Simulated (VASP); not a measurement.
# Hf (P6/mmm) in VASP: a series of runs, part 2 of 2

VASP 6.6.1. The steps go on from the part before.

### Step 4. Relaxation of cell and atoms, PBEsol

INCAR

```
SYSTEM = Hf
ALGO = Fast
EDIFF = 1E-7
EDIFFG = -0.005
ENCUT = 580
GGA = PS
IBRION = 2
ISIF = 3
ISMEAR = 0
LASPH = .TRUE.
LCHARG = .FALSE.
LREAL = .FALSE.
LWAVE = .FALSE.
NELM = 100
NSW = 90
PREC = Accurate
SIGMA = 0.1
```

KPOINTS

```
k-points
0
G
  12 12 14
  0 0 0
```

POSCAR

```
Hf
1.0
    4.9623295400      0.0000000000      0.0000000000
   -2.4811647700      4.2975034500      0.0000000000
    0.0000000000      0.0000000000      3.0862322500
Hf
3
Direct
    0.6666666700      0.3333333300      0.5000000000
    0.3333333300      0.6666666700      0.5000000000
    0.0000000000      0.0000000000      0.0000000000
```

Potentials or basis: VASP PAW PBE potentials, release 64 (Hf).

Command:

```
> cat potpaw_PBE.64/Hf/POTCAR > POTCAR
> mpirun -np 1 vasp_std > vasp.out
```

Wall time 6.8 min (1 thread of Intel Xeon Platinum 8375C at 2.90GHz (Ice Lake), shared host); peak memory 0.29 GiB.

It converged, with:

| Quantity | Value |
| --- | --- |
| Free energy | -31.5349 eV |
| Relaxed volume | 21.17 Å³/atom |
| Relaxed cell | a = 4.899 Å, b = 4.899 Å, c = 3.056 Å, α = 90.00°, β = 90.00°, γ = 120.00° |
| Space group after relaxing (to 0.05 Å) | P6/mmm (No. 191) |
| Energy gained by relaxing | 9.9 meV/atom |
| Ionic steps | 9 |
| Pressure after relaxing | 0.0 GPa |
| Band gap on the k mesh | none (metal or under the smearing width) |

The path:
| step | energy change (eV) | largest force (eV/Å) | pressure (GPa) | volume (Å³) |
| --- | --- | --- | --- | --- |
| 1 | 0.0000 | 0.0000 | -4.01 | 65.82 |
| 2 | 0.0189 | 0.0000 | 5.78 | 60.73 |
| 3 | -0.0296 | 0.0000 | -0.05 | 63.53 |
| 4 | -0.0296 | 0.0000 | 0.05 | 63.49 |
| 5 | -0.0297 | 0.0000 | 0.03 | 63.48 |
| 6 | -0.0298 | 0.0000 | 0.05 | 63.49 |
| 7 | -0.0298 | 0.0000 | 0.05 | 63.49 |
| 8 | -0.0298 | 0.0000 | -0.05 | 63.53 |
| 9 | -0.0298 | 0.0000 | 0.01 | 63.51 |

Final structure:
```xyz
3
Lattice="4.8989 0.0000 0.0000 -2.4494 4.2426 0.0000 0.0000 0.0000 3.0555" Properties=species:S:1:pos:R:3 pbc="T T T"
Hf    2.4494    1.4142    1.5278
Hf    0.0000    2.8284    1.5278
Hf    0.0000    0.0000    0.0000
```

Levels at points of the mesh, in eV from the Fermi level:
| k point | band 3 | band 4 | band 5 | band 6 | band 7 | band 8 | band 9 | band 10 |
| --- | --- | --- | --- | --- | --- | --- | --- | --- |
| (0.00, 0.00, 0.00) | -0.63 | -0.63 | -0.60 | -0.58 | -0.58 | 1.16 | 2.21 | 2.21 |
| (0.50, 0.00, 0.00) | -3.66 | -0.51 | -0.46 | -0.37 | 0.17 | 0.91 | 1.26 | 1.57 |
| (0.00, 0.00, 0.50) | -2.68 | -2.20 | -2.00 | -2.00 | 1.44 | 1.44 | 2.12 | 2.12 |
| (0.50, 0.00, 0.50) | -2.12 | -1.49 | -0.82 | -0.69 | 0.57 | 0.65 | 1.12 | 1.76 |

Caveat: the PAW data sets were made with another functional, which shifts forces and pressure a little. Spin-orbit coupling is left out, which matters for the levels of Hf.

### Step 5. Relaxation of cell and atoms, RPBE

INCAR: that of step 4 with these lines changed.

```diff
@@ -4,4 +4,4 @@
 EDIFFG = -0.005
-ENCUT = 580
-GGA = PS
+ENCUT = 600
+GGA = RP
 IBRION = 2
```

KPOINTS is that of step 4.

POSCAR is that of step 4.

Potentials or basis: VASP PAW PBE potentials, release 64 (Hf_pv).

Command:

```
> cat potpaw_PBE.64/Hf_pv/POTCAR > POTCAR
> mpirun -np 1 vasp_std > vasp.out
```

Wall time 22 min (1 thread of Intel Xeon Platinum 8375C at 2.90GHz (Ice Lake), shared host); peak memory 0.35 GiB.

Results (log left out):

```yaml
Free_energy: -28.3766 eV
Relaxed_volume: 22.81 Å³/atom
Relaxed_cell: a = 5.032 Å, b = 5.032 Å, c = 3.121 Å, α = 90.00°, β = 90.00°, γ = 120.00°
Space_group_after_relaxing_to_0.05_Å: P6/mmm (No. 191)
Energy_gained_by_relaxing: 11.5 meV/atom
Ionic_steps: 9
Pressure_after_relaxing: 0.0 GPa
Band_gap_on_the_k_mesh: none (metal or under the smearing width)
```

The path:
| step | energy change (eV) | largest force (eV/Å) | pressure (GPa) | volume (Å³) |
| --- | --- | --- | --- | --- |
| 1 | 0.0000 | 0.0000 | 4.32 | 65.82 |
| 2 | 0.0096 | 0.0000 | -4.30 | 71.61 |
| 3 | -0.0344 | 0.0000 | -0.03 | 68.47 |
| 4 | -0.0344 | 0.0000 | 0.04 | 68.41 |
| 5 | -0.0344 | 0.0000 | 0.05 | 68.41 |
| 6 | -0.0344 | 0.0000 | 0.05 | 68.41 |
| 7 | -0.0344 | 0.0000 | 0.05 | 68.41 |
| 8 | -0.0344 | 0.0000 | -0.04 | 68.47 |
| 9 | -0.0344 | 0.0000 | 0.01 | 68.44 |

Final structure:
```
Hf
1.0
     5.03186    0.00000    0.00000
    -2.51593    4.35771    0.00000
     0.00000    0.00000    3.12114
Hf
3
Direct
  0.66667 0.33333 0.50000
  0.33333 0.66667 0.50000
  0.00000 0.00000 0.00000
```

Levels at points of the mesh, in eV from the Fermi level:
| k point | band 13 | band 14 | band 15 | band 16 | band 17 | band 18 |
| --- | --- | --- | --- | --- | --- | --- |
| (0.00, 0.00, 0.00) | -0.64 | -0.62 | -0.62 | -0.60 | 1.11 | 2.13 |
| (0.50, 0.00, 0.00) | -0.39 | -0.33 | -0.29 | 0.23 | 0.88 | 0.90 |
| (0.00, 0.00, 0.50) | -2.20 | -1.78 | -1.78 | 1.37 | 1.37 | 1.96 |
| (0.50, 0.00, 0.50) | -1.29 | -0.72 | -0.71 | 0.38 | 0.66 | 1.12 |

Caveat: the PAW data sets were made with another functional, which shifts forces and pressure a little. Spin-orbit coupling is left out, which matters for the levels of Hf.

### Step 6. Summary

```csv
task,level,potentials or basis,cell,k mesh,cutoff (eV),gap on the mesh (eV),pressure (GPa),relaxed volume (Å³/atom)
relaxation of cell and atoms,PBEsol,"VASP PAW PBE potentials, release 64 (Hf_pv)",relaxed,6 × 6 × 6,600,none,0.0,21.31
single point,PBEsol,"VASP PAW PBE potentials, release 64 (Hf_pv)",as given,12 × 12 × 14,520,none,-3.2,-
relaxation of cell and atoms,PBEsol,"VASP PAW PBE potentials, release 64 (Hf)",relaxed,12 × 12 × 14,580,none,0.0,21.17
relaxation of cell and atoms,RPBE,"VASP PAW PBE potentials, release 64 (Hf_pv)",relaxed,12 × 12 × 14,600,none,0.0,22.81
```

Alike in all rows: no spin polarisation; smearing gaussian 0.1 eV.

Caveats: the PAW data sets were made with another functional, which shifts forces and pressure a little.

Absolute energies hang on the potentials; compare differences alone.
